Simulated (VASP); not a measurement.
# LiF (Griceite) (Fm-3m) in VASP: settings compared, part 2 of 2

VASP 6.6.1. Earlier steps stand in the parts before.

## (3) Relaxation of cell and atoms, PBE+D3(BJ)

INCAR reads:

```
SYSTEM = LiF
  PREC = Accurate
  ENCUT = 600
  EDIFF = 1E-6
  ISMEAR = 0
  SIGMA = 0.03
  LREAL = .FALSE.
  LASPH = .TRUE.
  NELM = 80
  ALGO = Normal
  ISIF = 3
  LWAVE = .FALSE.
  LCHARG = .FALSE.
  GGA = PE
  IVDW = 12
  IBRION = 2
  NSW = 90
  EDIFFG = -0.01
```

KPOINTS reads:

```
Automatic mesh
0
G
  12 12 12
  0 0 0
```

POSCAR reads:

```
LiF
1.0
    0.0000000000      2.0140000000      2.0140000000
    2.0140000000      0.0000000000      2.0140000000
    2.0140000000      2.0140000000      0.0000000000
Li F
1 1
Direct
    0.0000000000      0.0000000000      0.0000000000
    0.5000000000      0.5000000000      0.5000000000
```

Potentials or basis: VASP PAW PBE potentials, release 64 (Li_sv, F).

Launch:

```
> cat potpaw_PBE.64/Li_sv/POTCAR potpaw_PBE.64/F/POTCAR > POTCAR
> mpirun -np 1 vasp_std > vasp.out
```

OUTCAR:

```text
SYSTEM = LiF
   PREC = Accurate
   ENCUT = 600
   EDIFF = 1E-6
   ISMEAR = 0
   LREAL = .FALSE.
   LASPH = .TRUE.
   NELM = 80
   ISIF = 3
   GGA = PE
   IVDW = 12
   IBRION = 2
   NSW = 90
   EDIFFG = -0.01
 IVDW          = 12

 ion  position               nearest neighbor table
   1  0.000  0.000  0.000-   2 2.01   2 2.01   2 2.01   2 2.01   2 2.01   2 2.01
   2  0.500  0.500  0.500-   1 2.01   1 2.01   1 2.01   1 2.01   1 2.01   1 2.01

  LATTYP: Found a face centered cubic cell.
 ALAT       =     4.0280000000

  Lattice vectors:

 A1 = (   0.0000000000,   2.0140000000,   2.0140000000)
 A2 = (   2.0140000000,   0.0000000000,   2.0140000000)
 A3 = (   2.0140000000,   2.0140000000,   0.0000000000)

Analysis of symmetry for initial positions (statically):
=====================================================================
 Subroutine PRICEL returns:
 Original cell was already a primitive cell.

 Routine SETGRP: Setting up the symmetry group for a
 face centered cubic supercell.

 Subroutine GETGRP returns: Found 48 space group operations
 (whereof 48 operations were pure point group operations)
 out of a pool of 48 trial point group operations.

The static configuration has the point symmetry O_h .

Analysis of symmetry for dynamics (positions and initial velocities):
=====================================================================
 Subroutine PRICEL returns:
 Original cell was already a primitive cell.

 Routine SETGRP: Setting up the symmetry group for a
 face centered cubic supercell.

 Subroutine GETGRP returns: Found 48 space group operations
 (whereof 48 operations were pure point group operations)
 out of a pool of 48 trial point group operations.

The dynamic configuration has the point symmetry O_h .

 Subroutine INISYM returns: Found 48 space group operations
 (whereof 48 operations are pure point group operations),
 and found     1 'primitive' translations

----------------------------------------------------------------------------------------

                                     Primitive cell

  volume of cell :      16.3384

  direct lattice vectors                    reciprocal lattice vectors
     0.000000000  2.014000000  2.014000000    -0.248262165  0.248262165  0.248262165
     2.014000000  0.000000000  2.014000000     0.248262165 -0.248262165  0.248262165
     2.014000000  2.014000000  0.000000000     0.248262165  0.248262165 -0.248262165

  length of vectors
     2.848226115  2.848226115  2.848226115     0.430002683  0.430002683  0.430002683

  position of ions in fractional coordinates (direct lattice)
     0.000000000  0.000000000  0.000000000
     0.500000000  0.500000000  0.500000000

  ion indices of the primitive-cell ions
   primitive index   ion index
                 1           1
                 2           2

----------------------------------------------------------------------------------------

 KPOINTS: Automatic mesh

Automatic generation of k-mesh.
 Grid dimensions read from file:
 generate k-points for:   12   12   12

 Generating k-lattice:

  Cartesian coordinates                     Fractional coordinates (reciprocal lattice)
    -0.020688514  0.020688514  0.020688514     0.083333333  0.000000000  0.000000000
     0.020688514 -0.020688514  0.020688514     0.000000000  0.083333333  0.000000000
     0.020688514  0.020688514 -0.020688514     0.000000000  0.000000000  0.083333333

  Length of vectors
     0.035833557  0.035833557  0.035833557

  Shift w.r.t. Gamma in fractional coordinates (k-lattice)
     0.000000000  0.000000000  0.000000000

 Subroutine IBZKPT returns following result:
 ===========================================

 Found     72 irreducible k-points:

 Following reciprocal coordinates:
            Coordinates               Weight
  0.000000  0.000000  0.000000      1.000000
  0.083333  0.000000  0.000000      8.000000
  0.166667  0.000000  0.000000      8.000000
  0.250000  0.000000  0.000000      8.000000
  0.333333  0.000000  0.000000      8.000000
  0.416667  0.000000  0.000000      8.000000
[... 16 lines left out ...]
  0.500000  0.166667  0.000000     24.000000
 -0.416667  0.166667  0.000000     24.000000
 [... further k-points ...]
   k-points           NKPTS =     72   k-points in BZ     NKDIM =     72   number of bands    NBANDS=      9
   number of dos      NEDOS =    301   number of ions     NIONS =      2
   total plane-waves  NPLWV =  13824
   dimension x,y,z NGX =    24 NGY =   24 NGZ =   24
   dimension x,y,z NGXF=    48 NGYF=   48 NGZF=   48
   ions per type =               1   1
   NGX,Y,Z   is equivalent  to a cutoff of  14.01, 14.01, 14.01 a.u.
   NGXF,Y,Z  is equivalent  to a cutoff of  28.02, 28.02, 28.02 a.u.
 SYSTEM =  LiF
   PREC   = accura    normal or accurate (medium, high low for compatibility)
   ISTART =      0    job   : 0-new  1-cont  2-samecut
   ICHARG =      2    charge: 1-file 2-atom 10-const
   ISPIN  =      1    spin polarized calculation?
   LNONCOLLINEAR =      F non collinear calculations
   LSORBIT =      F    spin-orbit coupling
   LASPH  =      T    aspherical Exc in radial PAW
   ENCUT  =  600.0 eV  44.10 Ry    6.64 a.u.   5.69  5.69  5.69*2*pi/ulx,y,z
   NELM   =     80;   NELMIN=  2; NELMDL= -5     # of ELM steps
   EDIFF  = 0.1E-05   stopping-criterion for ELM
   LREAL  =      F    real-space projection
   EDIFFG = -.1E-01   stopping-criterion for IOM
   NSW    =     90    number of steps for IOM
   IBRION =      2    ionic relax: 0-MD 1-quasi-New 2-CG
   NFREE  =      1    steps in history (QN), initial steepest desc. (CG)
   ISIF   =      3    stress and relaxation
   ISYM   =      2    0-nonsym 1-usesym 2-fastsym
   POTIM  = 0.5000    time-step for ionic-motion
   TEBEG  =    0.0;   TEEND  =   0.0 temperature during run
   PSTRESS=    0.0 pullay stress
   NELECT =      10.0000    total number of electrons
   NUPDOWN=      -1.0000    fix difference up-down
   EMIN   =  10.00;   EMAX   =-10.00  energy-range for DOS
   EFERMI =   0.00;   METHOD = LEGACY
   ISMEAR =     0;   SIGMA  =   0.03  broadening in eV -4-tet -1-fermi 0-gaus
   EFERMI_NEDOS =   21; number of points for ismear=-14 and -15
   IALGO  =     38    algorithm
   IMIX   =      4    mixing-type and parameters
     AMIX     =   0.40;   BMIX     =  1.00
     AMIX_MAG =   1.60;   BMIX_MAG =  1.00
  volume/ion in A,a.u.               =       8.17        55.13
  Fermi-wavevector in a.u.,A,eV,Ry     =   1.389970  2.626662 26.286674  1.932016
  Thomas-Fermi vector in A             =   2.513950
   LORBIT       =      0    0 simple, 1 ext, 2 COOP (PROOUT), +10 PAW based schemes
   GGA     = PE    functional components
   LHFCALC =     F    Hartree Fock is set to
   AEXX    =    0.0000 exact exchange contribution
   IVDW    =    12    specifies the selected vdW correction
   LEPSILON=     F    determine dielectric tensor
   LRPA    =     F    only Hartree local field effects (RPA)
 conjugate gradient relaxation of ions
 non-spin polarized calculation
 Gauss-broadening in eV      SIGMA  =   0.03
  energy-cutoff  :      600.00
  volume of cell :       16.34
 maximum number of plane-waves:       560
   NGX = 11   NGY = 11   NGZ = 11

--------------------------------------- Ionic step        1  -------------------------------------------

 number of electron      10.0000000 magnetization

 number of electron       9.9999992 magnetization

 Free energy of the ion-electron system (eV)
  ---------------------------------------------------
  ext. energy  EPLUGINS =         0.00000000
  ---------------------------------------------------
  free energy    TOTEN  =        -9.64002664 eV

  energy without entropy =       -9.64002664  energy(sigma->0) =       -9.64002664

 E-fermi :  -0.8717     XC(G=0):  -9.9832

 val. band max:       -1.0221168824   @ k =   0.0000   0.0000   0.0000
 cond. band min:       8.0662751835   @ k =   0.0000   0.0000   0.0000
 fundamental gap:      9.0883920659
 Fermi energy:        -0.8716723508

 k-point     1 :       0.0000    0.0000    0.0000
  band No.  band energies     occupation
      1     -41.9379      2.00000
      2     -20.9964      2.00000
      3      -1.0221      2.00000
      4      -1.0221      2.00000
      5      -1.0221      2.00000
      6       8.0663      0.00000
      7      22.9459      0.00000
      8      22.9459      0.00000
      9      22.9462      0.00000
[... 353 lines left out ...]
  energy  without entropy=       -9.9996638110  energy(sigma->0) =       -9.99966381

--------------------------------------- Ionic step        3  -------------------------------------------

 number of electron       9.9999997 magnetization

 Free energy of the ion-electron system (eV)
  ---------------------------------------------------
  ext. energy  EPLUGINS =         0.00000000
  ---------------------------------------------------
  free energy    TOTEN  =        -9.63180900 eV

  energy without entropy =       -9.63180900  energy(sigma->0) =       -9.63180900

 E-fermi :  -0.6191     XC(G=0): -10.1397

 val. band max:       -0.8261598301   @ k =   0.0000   0.0000   0.0000
 cond. band min:       8.5521256384   @ k =   0.0000   0.0000   0.0000
 fundamental gap:      9.3782854685
 Fermi energy:        -0.6191393366

 k-point     1 :       0.0000    0.0000    0.0000
  band No.  band energies     occupation
      1     -41.6708      2.00000
      2     -20.8895      2.00000
      3      -0.8262      2.00000
      4      -0.8262      2.00000
      5      -0.8262      2.00000
      6       8.5521      0.00000
      7      23.5682      0.00000
      8      23.5682      0.00000
      9      23.5682      0.00000
[... 309 lines left out ...]
  FREE ENERGIE OF THE ION-ELECTRON SYSTEM (eV)
  ---------------------------------------------------
  free  energy   TOTEN  =       -10.0005109386 eV

  energy  without entropy=      -10.0005109386  energy(sigma->0) =      -10.00051094

 reached required accuracy - stopping structural energy minimisation
```

Run time: 17 s. Hardware: 1 thread of AMD EPYC 9R14 (Zen 4), shared host; peak memory 0.12 GiB.

What came out:

```yaml
Free_energy: -10.0005 eV
Relaxed_volume: 7.91 Å³/atom
Relaxed_cell: a = 2.818 Å, b = 2.818 Å, c = 2.818 Å, α = 60.00°, β = 60.00°, γ = 60.00°
Space_group_after_relaxing_to_0.05_Å: Fm-3m (No. 225)
Energy_gained_by_relaxing: 1.9 meV/atom
Ionic_steps: 3
Pressure_after_relaxing: 0.0 GPa
Band_gap_on_the_k_mesh: 9.38 eV, direct
Dispersion_energy_per_atom: -0.184 eV
```

Step by step:
| step | energy change (eV) | largest force (eV/Å) | pressure (GPa) | volume (Å³) |
| --- | --- | --- | --- | --- |
| 1 | 0.0000 | 0.0000 | -2.28 | 16.34 |
| 2 | -0.0029 | 0.0000 | -1.09 | 16.07 |
| 3 | -0.0037 | 0.0000 | 0.00 | 15.83 |

Final structure:
```
Li F
1.0
     0.00000    1.99269    1.99269
     1.99269    0.00000    1.99269
     1.99269    1.99269    0.00000
Li F
1 1
Direct
  0.00000 0.00000 0.00000
  0.50000 0.50000 0.50000
```

Levels at points of the mesh, in eV from the valence-band top:
| k point | band 2 | band 3 | band 4 | band 5 | band 6 | band 7 | band 8 | band 9 |
| --- | --- | --- | --- | --- | --- | --- | --- | --- |
| (0.00, 0.00, 0.00) | -20.06 | 0.00 | 0.00 | 0.00 | 9.38 | 24.39 | 24.39 | 24.39 |
| (0.50, 0.00, 0.00) | -19.60 | -2.61 | -0.24 | -0.24 | 10.94 | 17.12 | 19.16 | 19.16 |
| (0.50, 0.50, 0.00) | -19.32 | -3.14 | -1.05 | -1.05 | 15.11 | 16.63 | 17.84 | 20.62 |

Caveat: the cutoff is under 1.25 times the usual one of these potentials, so pressure, stress and relaxed cells hold a basis-set (Pulay) error. A k mesh can miss the band edges.

## (4) Relaxation of cell and atoms, PBE+D3(BJ)

This run uses another cell than the first one, of 7.91 Å³/atom, 0.969 times its volume.

Changes to INCAR since step 3:

```diff
@@ -3,3 +3,3 @@
   ENCUT = 600
-  EDIFF = 1E-6
+  EDIFF = 1E-7
   ISMEAR = 0
@@ -17,2 +17,2 @@
   NSW = 90
-  EDIFFG = -0.01
+  EDIFFG = -0.005
```

KPOINTS is that of step 3.

POSCAR reads:

```
LiF                                     
1.0
    0.0000000000      1.9926890636      1.9926890636
    1.9926890636      0.0000000000      1.9926890636
    1.9926890636      1.9926890636      0.0000000000
  Li              F             
     1     1
Direct
     0.0000000000000000    0.0000000000000000    0.0000000000000000
     0.5000000000000000    0.5000000000000000    0.5000000000000000
```

Launch:

```
> cat potpaw_PBE.64/Li_sv/POTCAR potpaw_PBE.64/F/POTCAR > POTCAR
> mpirun -np 1 vasp_std > vasp.out
```

Run time: 10 s. Hardware: 1 thread of AMD EPYC 9R14 (Zen 4), shared host; peak memory 0.12 GiB.

It converged, with:

```
Free energy                : -9.9978 eV
Pressure after relaxing    : 0.1 GPa
Band gap on the k mesh     : 9.38 eV, direct
Dispersion energy per atom : -0.184 eV
```

Final structure:
```cif
data_structure
_symmetry_space_group_name_H-M 'P 1'
_symmetry_Int_Tables_number 1
_cell_length_a 2.8181
_cell_length_b 2.8181
_cell_length_c 2.8181
_cell_angle_alpha 60.000
_cell_angle_beta 60.000
_cell_angle_gamma 60.000
_cell_volume 15.83
loop_
_atom_site_label
_atom_site_type_symbol
_atom_site_fract_x
_atom_site_fract_y
_atom_site_fract_z
_atom_site_occupancy
Li1 Li 0.00000 0.00000 0.00000 1
F1 F 0.50000 0.50000 0.50000 1
```

Levels at points of the mesh, in eV from the valence-band top:
| k point | band 1 | band 2 | band 3 | band 4 | band 5 | band 6 | band 7 | band 8 | band 9 |
| --- | --- | --- | --- | --- | --- | --- | --- | --- | --- |
| (0.00, 0.00, 0.00) | -40.85 | -20.06 | 0.00 | 0.00 | 0.00 | 9.38 | 24.39 | 24.39 | 24.43 |
| (0.50, 0.00, 0.00) | -40.78 | -19.61 | -2.62 | -0.24 | -0.24 | 10.94 | 17.12 | 19.15 | 19.15 |
| (0.50, 0.50, 0.00) | -40.76 | -19.32 | -3.14 | -1.05 | -1.05 | 15.11 | 16.63 | 17.84 | 20.62 |

Caveat: the cutoff is under 1.25 times the usual one of these potentials, so pressure, stress and relaxed cells hold a basis-set (Pulay) error; the relaxation stopped at its first step, so nothing moved.
